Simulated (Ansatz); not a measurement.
# In (I4/mmm) in Ansatz: convergence with wavefunction cutoff

Aim: find how far wavefunction cutoff must go before the results for In settle, at PBE. This setting moves, with any that are tied to it; all else stays.

Everything below comes from runs of Ansatz 0.2.0. Logs are shortened: lines on timing, memory, paths and dates and some standing lists are left out, and cuts for length are marked.

**1. The crystal as given**

It takes space group I4/mmm (No. 139, tetragonal). The conventional cell has a = 3.251 Å, b = 3.251 Å, c = 4.947 Å, α = 90.00°, β = 90.00°, γ = 90.00°. In (site symmetry 4/mmm) has 12 In at 3.25 to 3.38 Å as nearest neighbours.

**2. With wavefunction cutoff 200 eV**

File input.yaml:

```yaml
crystal:
  lattice:
    - [-1.62547, 1.62547, 2.4737]
    - [1.62547, -1.62547, 2.4737]
    - [1.62547, 1.62547, -2.4737]
  atoms:
    - { symbol: In, position: [0.0, 0.0, 0.0] }
hamiltonian:
  xc: pbe
  pseudopotentials: { kind: paw_fr }
magnetization:
  noncollinear: true
  spin_orbit: true
kpoints:
  mp_grid: { grid: [10, 10, 10] }
scf:
  occupations: { method: fermi_dirac, width: 0.1 }
output:
  forces: true
  stress: true
  eigenvalues: true
basis:
  ecutwfc: "200 eV"
```

Potentials or basis: Ansatz PAW.

The run is started by

```bash
$ ansatz run input.yaml --threads 2 --pin off --max-ram 5632MiB --backend cpu --events-out ev --progress --plain --runs-dir out
```

The program printed:

```text
Warning: basis.ecutwfc = 200 eV is below the records' recommended 420 eV, and the density's cutoff is lower with it unless basis.ecutrho_ratio is high enough to keep the records' density cutoff: compare with a run at a higher cutoff
Warning: RAYON_NUM_THREADS=2 ignored (pool sized by the plan → 2); use --threads N
Engine: ansatz 0.2.0, aarch64-unknown-linux-gnu
Pseudopotentials: kind: paw_fr
Pseudopotential: In, paw_fr, valence charge 13, recommended cutoff 420 eV (normal), In.paw.azcp#standard-fr
Functional definition: PBE
  parameter kappa = 0.804
  parameter beta = 0.06672455060314922
  exchange = pbe_x(kappa = kappa, mu = beta*pi^2/3)
  correlation = pbe_c(beta = beta)
non-collinear run that drives no moment, with spin-orbit: no starting moment large enough to seed its density (crystal.atoms[].spin), no starting occupations that ask for one, no magnetisation constraint and no magnetic field, so the semilocal B_xc is pinned to zero
Crystal: 1 atoms, lattice volume = 26.144 Å³
Basis set: ecut = 200 eV, 169 PW (Γ), exchange–correlation on 32×32×32 points (8 copies of the dense FFT grid, shifted against one another)
Bands: 22, of which v1, the nominal top of the filled ones, is band 13 counted from 1 (12 counted from 0)
Symmetry: 16 space group operations + 16 with time reversal
Magnetic group: BNS 139.532 (UNI 1192), of the structure as read, at distance tolerance 3.0e-5 Å
k-points: 102 of 1000
Projection manifold: j_resolved (fully-relativistic pseudo-atomic orbitals)
Non-local potential: In, projectors of the file, l = 0: 2, l = 1: 4, l = 2: 4, l = 3: 4
PAW form: soft (Blöchl's): semilocal exchange-correlation on the pseudo side does not see the compensation charge
PAW one-centre angular grid: In, 590 points (default); XC on 64 Gauss nodes
Initial density: superposition of atomic densities (chi_scale 0.1, normalization cell)
Initial wavefunctions: pseudopotential atomic-orbital guess
Functional: x = pbe(κ = 0.804, μ = 0.2195149727645171), c = pbe(β = 0.06672455060314922)
SCF iter   1: F=—  HF=-5592.536895 eV  |F-HF|=—  |Δ(HF+E_count)|=         —  Δρ=9.21e-2  dr2=1.29e0  dr2_m=0.00e0 (ungated)  ethr=3.10e-3  |M|=0.00e0 ∫|m|=0.00e0 μB  |m|>n=0.0e0 m-floor=0.0e0 τ_xc=0.0e0  β_m=0.30  ⟨swp⟩=7.6  Hψ=6509  notcnv=0  defer=24
preconditioner: auto → none  [metal: Δε(μ)=0.049 eV  Ē_g=19.047 eV  σ=0.100 eV  W_gap=0.12  n_scr=8 (ndim 8)  ℏωp=26.2 eV  f_vac=0.000  D(μ)=0.42/eV (n_scr^D=0)  sad-step TF]
SCF iter   2: F=—  HF=-5592.048217 eV  |F-HF|=—  |Δ(HF+E_count)|=   4.89e-1  Δρ=5.76e-2  dr2=4.88e-1  dr2_m=0.00e0 (ungated)  ethr=3.10e-3  |M|=0.00e0 ∫|m|=0.00e0 μB  |m|>n=0.0e0 m-floor=0.0e0 τ_xc=0.0e0  β_m=0.53  ⟨swp⟩=3.0  Hψ=2461  notcnv=0  defer=294
SCF iter   3: F=—  HF=-5591.775926 eV  |F-HF|=—  |Δ(HF+E_count)|=   2.72e-1  Δρ=3.90e-3  dr2=1.42e-3  dr2_m=0.00e0 (ungated)  ethr=3.10e-3  |M|=0.00e0 ∫|m|=0.00e0 μB  |m|>n=0.0e0 m-floor=0.0e0 τ_xc=0.0e0  β_m=0.77  ⟨swp⟩=2.0  Hψ=2189  notcnv=0  defer=296
SCF iter   4: F=—  HF=-5591.781822 eV  |F-HF|=—  |Δ(HF+E_count)|=   5.90e-3  Δρ=1.35e-3  dr2=3.02e-4  dr2_m=0.00e0 (ungated)  ethr=1.09e-5  |M|=0.00e0 ∫|m|=0.00e0 μB  |m|>n=0.0e0 m-floor=0.0e0 τ_xc=0.0e0  β_m=0.88  ⟨swp⟩=2.0  Hψ=1868  notcnv=0  defer=298
SCF iter   5: F=—  HF=-5591.781818 eV  |F-HF|=—  |Δ(HF+E_count)|=   3.92e-6  Δρ=6.85e-5  dr2=1.07e-6  dr2_m=0.00e0 (ungated)  ethr=2.32e-6  |M|=0.00e0 ∫|m|=0.00e0 μB  |m|>n=0.0e0 m-floor=0.0e0 τ_xc=0.0e0  β_m=0.90  ⟨swp⟩=2.0  Hψ=1636  notcnv=0  defer=298
SCF iter   6: F=—  HF=-5591.781817 eV  |F-HF|=—  |Δ(HF+E_count)|=   1.54e-6  Δρ=4.63e-6  dr2=2.62e-9  dr2_m=0.00e0 (ungated)  ethr=7.69e-10  |M|=0.00e0 ∫|m|=0.00e0 μB  |m|>n=0.0e0 m-floor=0.0e0 τ_xc=0.0e0  β_m=0.90  ⟨swp⟩=8.2  Hψ=5068  notcnv=0
SCF iter   7: F=-5591.781817 eV  HF=-5591.781817 eV  |F-HF|=1.36e-11  |Δ(HF+E_count)|=   1.92e-9  Δρ=4.94e-7  dr2=4.12e-11  dr2_m=0.00e0 (ungated)  ethr=2.01e-11  |M|=0.00e0 ∫|m|=0.00e0 μB  |m|>n=0.0e0 m-floor=0.0e0 τ_xc=0.0e0  ⟨swp⟩=1.0  Hψ=3215  notcnv=0
SCF 1 converged in 7 iterations: F = -5591.781817 eV  dr2 = 4.12e-11
SCF converged after 7 iterations
Magnetization: |M| = 0.0000 μB,  M = (+0.0000, +0.0000, +0.0000) μB
Absolute magnetization: 0.0000 μB (∫|m|)
  site 0: m = (+0.0000, +0.0000, +0.0000) μB, |m| = 0.0000 μB  (R = 1.34 Å)
Free energy (F): -5591.781817 eV
Harris-Foulkes:  -5591.781817 eV  (|F-HF|=1.36e-11)
Internal energy: -5591.767698 eV  (E = F + TS)
E sigma→0 (E₀):  -5591.774757 eV
Entropy (-TS):   -0.014118 eV (-14.118 meV/atom)
Fermi energy:    10.344437 eV
--- Per-component energies (eV) ---
  E_band       = -31.622411
  E_kinetic    = 273.510092
  E_local      = -1057.648593  (includes V_loc(G=0)·N_el)
  E_nonlocal   = 333.528382
  E_hartree    = 407.088214
  E_xc         = -223.026027
  E_vxc        = -108.194468  (∫ρ·V_xc dr)
  E_paw        = -4141.252999  (= ΣΔE_a)
  E_vpaw       = -286.994868  (= ΣTr[D̂ρ^β])
  E_aug_tail   = 0.000380  (compensation charges beyond the density's cutoff)
  E_ewald      = -1183.967147
  E_smearing   = -0.014118  (= −TS)
  E_closure    = 0.000000  (closes the sum)
  Σ components = -5591.781817   (vs F -5591.781817, Δ=0.00e0)
--- Forces (eV/Å), atoms counted from 1 ---
  atom   1  In    -0.00000000    -0.00000000     0.00000000
  max |Σ_I F_I| component: 5.03e-30 eV/Å
--- Stress (GPa, compression-positive) ---
        2.351352      -0.000000      -0.000000
       -0.000000       2.351352       0.000000
       -0.000000       0.000000      -4.815021
  P = ⅓ Tr σ = -0.0374 GPa (-0.374 kbar)
--- Band table (eV; the first three rows and the last of 102) ---
  k-point 0: bands = ["-5.9185", "-5.9185", "-5.7020", "-5.7020", "-5.0648", "-5.0648", "-4.8313", "-4.8313", "-4.7991", "-4.7991", "0.7042", "0.7042", "20.5302", "20.5302", "21.3652", "21.3652", "21.5817", "21.5817", "21.9357", "21.9357", "24.3650", "24.3650"]
  k-point 1: bands = ["-5.8048", "-5.8048", "-5.6068", "-5.6068", "-4.9107", "-4.9107", "-4.8024", "-4.8024", "-4.6347", "-4.6347", "1.0142", "1.0142", "19.2458", "19.2458", "19.9264", "19.9264", "20.1933", "20.1933", "20.8696", "20.8696", "25.3850", "25.3850"]
  k-point 2: bands = ["-5.6654", "-5.6654", "-5.5102", "-5.5102", "-4.7930", "-4.7930", "-4.6672", "-4.6672", "-4.5984", "-4.5984", "1.9520", "1.9520", "17.1962", "17.1962", "17.7866", "17.7866", "18.2131", "18.2131", "19.5483", "19.5483", "21.2535", "21.2535"]
  k-point 101: bands = ["-5.8421", "-5.8421", "-5.7390", "-5.7390", "-4.9031", "-4.9031", "-4.8656", "-4.8656", "-4.6509", "-4.6509", "7.2116", "7.2116", "7.7787", "7.7787", "15.0600", "15.0600", "15.4521", "15.4521", "18.4191", "18.4191", "18.5369", "18.5369"]
```

It took 2.1 s on 2 threads of Arm Neoverse V1, shared host; peak memory 0.33 GiB.

What came out:

```
Free energy            : -5591.7818 eV
Pressure               : 0.0 GPa
Band gap on the k mesh : none (metal or under the smearing width)
```

**3. With wavefunction cutoff 250 eV**

Edit input.yaml of step 2 so:

```diff
@@ -22,2 +22,2 @@
 basis:
-  ecutwfc: "200 eV"
+  ecutwfc: "250 eV"
```

Potentials or basis: Ansatz PAW.

The run is started by

```bash
$ ansatz run input.yaml --threads 2 --pin off --max-ram 5632MiB --backend cpu --events-out ev --progress --plain --runs-dir out
```

Run time: 2.3 s. Hardware: 2 threads of Arm Neoverse V1, shared host; peak memory 0.35 GiB.

What came out:

| Item | Value |
| --- | --- |
| Free energy | -5598.8590 eV |
| Pressure | 1.2 GPa |
| Band gap on the k mesh | none (metal or under the smearing width) |

**4. With wavefunction cutoff 300 eV**

Edit input.yaml of step 3 so:

```diff
@@ -22,2 +22,2 @@
 basis:
-  ecutwfc: "250 eV"
+  ecutwfc: "300 eV"
```

The run is started by

```bash
$ ansatz run input.yaml --threads 2 --pin off --max-ram 5632MiB --backend cpu --events-out ev --progress --plain --runs-dir out
```

Run time: 2.9 s. Hardware: 2 threads of Arm Neoverse V1, shared host; peak memory 0.37 GiB.

What came out:

```
Free energy            : -5599.7013 eV
Pressure               : 2.1 GPa
Band gap on the k mesh : none (metal or under the smearing width)
```

**5. With wavefunction cutoff 350 eV**

Edit input.yaml of step 4 so:

```diff
@@ -22,2 +22,2 @@
 basis:
-  ecutwfc: "300 eV"
+  ecutwfc: "350 eV"
```

The run is started by

```bash
$ ansatz run input.yaml --threads 2 --pin off --max-ram 5632MiB --backend cpu --events-out ev --progress --plain --runs-dir out
```

Run time: 3.7 s. Hardware: 2 threads of Arm Neoverse V1, shared host; peak memory 0.39 GiB.

What came out:

```
Free energy            : -5599.7671 eV
Pressure               : 2.0 GPa
Band gap on the k mesh : none (metal or under the smearing width)
```

**6. With wavefunction cutoff 400 eV**

Edit input.yaml of step 5 so:

```diff
@@ -22,2 +22,2 @@
 basis:
-  ecutwfc: "350 eV"
+  ecutwfc: "400 eV"
```

Potentials or basis: Ansatz PAW.

The run is started by

```bash
$ ansatz run input.yaml --threads 2 --pin off --max-ram 5632MiB --backend cpu --events-out ev --progress --plain --runs-dir out
```

It took 4.1 s on 2 threads of Arm Neoverse V1, shared host; peak memory 0.4 GiB.

It converged, with:

| Property | Result |
| --- | --- |
| Free energy | -5599.7685 eV |
| Pressure | 2.0 GPa |
| Band gap on the k mesh | none (metal or under the smearing width) |

**7. With wavefunction cutoff 450 eV**

Edit input.yaml of step 6 so:

```diff
@@ -22,2 +22,2 @@
 basis:
-  ecutwfc: "400 eV"
+  ecutwfc: "450 eV"
```

The run is started by

```bash
$ ansatz run input.yaml --threads 2 --pin off --max-ram 5632MiB --backend cpu --events-out ev --progress --plain --runs-dir out
```

Wall time 4.4 s (2 threads of Arm Neoverse V1, shared host); peak memory 0.41 GiB.

The run converged. Its results:

| Property | Result |
| --- | --- |
| Free energy | -5599.7697 eV |
| Pressure | 2.0 GPa |
| Band gap on the k mesh | none (metal or under the smearing width) |

**8. With wavefunction cutoff 500 eV**

Edit input.yaml of step 7 so:

```diff
@@ -22,2 +22,2 @@
 basis:
-  ecutwfc: "450 eV"
+  ecutwfc: "500 eV"
```

The run is started by

```bash
$ ansatz run input.yaml --threads 2 --pin off --max-ram 5632MiB --backend cpu --events-out ev --progress --plain --runs-dir out
```

It took 5 s on 2 threads of Arm Neoverse V1, shared host; peak memory 0.43 GiB.

The run converged. Its results:

```yaml
Free_energy: -5599.7702 eV
Pressure: 1.9 GPa
Band_gap_on_the_k_mesh: none (metal or under the smearing width)
```

**9. With wavefunction cutoff 600 eV**

Edit input.yaml of step 8 so:

```diff
@@ -22,2 +22,2 @@
 basis:
-  ecutwfc: "500 eV"
+  ecutwfc: "600 eV"
```

Potentials or basis: Ansatz PAW.

The run is started by

```bash
$ ansatz run input.yaml --threads 2 --pin off --max-ram 5632MiB --backend cpu --events-out ev --progress --plain --runs-dir out
```

Wall time 6.8 s (2 threads of Arm Neoverse V1, shared host); peak memory 0.47 GiB.

It converged, with:

```yaml
Free_energy: -5599.7703 eV
Pressure: 1.9 GPa
Band_gap_on_the_k_mesh: none (metal or under the smearing width)
```

**10. With wavefunction cutoff 800 eV**

Edit input.yaml of step 9 so:

```diff
@@ -22,2 +22,2 @@
 basis:
-  ecutwfc: "600 eV"
+  ecutwfc: "800 eV"
```

The run is started by

```bash
$ ansatz run input.yaml --threads 2 --pin off --max-ram 5632MiB --backend cpu --events-out ev --progress --plain --runs-dir out
```

Wall time 8.6 s (2 threads of Arm Neoverse V1, shared host); peak memory 0.56 GiB.

Results (log left out):

```
Free energy            : -5599.7704 eV
Pressure               : 1.9 GPa
Band gap on the k mesh : none (metal or under the smearing width)
```

**11. The series at a glance**

| wavefunction cutoff | energy less the tightest run, at zero smearing (meV/atom) | pressure (GPa) | SCF cycles | CPU time (s) | peak memory (GiB) |
| --- | --- | --- | --- | --- | --- |
| 200 eV | 7988.91 | -0.04 | 7 | 4 | 0.33 |
| 250 eV | 911.42 | 1.18 | 6 | 4.3 | 0.35 |
| 300 eV | 69.05 | 2.05 | 8 | 5.5 | 0.37 |
| 350 eV | 3.27 | 1.95 | 8 | 7.1 | 0.39 |
| 400 eV | 1.86 | 1.96 | 8 | 7.9 | 0.4 |
| 450 eV | 0.67 | 1.95 | 8 | 8.6 | 0.41 |
| 500 eV | 0.20 | 1.95 | 8 | 9.8 | 0.43 |
| 600 eV | 0.08 | 1.95 | 8 | 13 | 0.47 |
| 800 eV | 0.00 | 1.95 | 8 | 17 | 0.56 |

Against the tightest run, the energy stays within 1 meV/atom from 450 eV on; the pressure stays within 0.1 GPa from 350 eV on. The tightest run that finished is the yardstick and may itself not be fully converged.
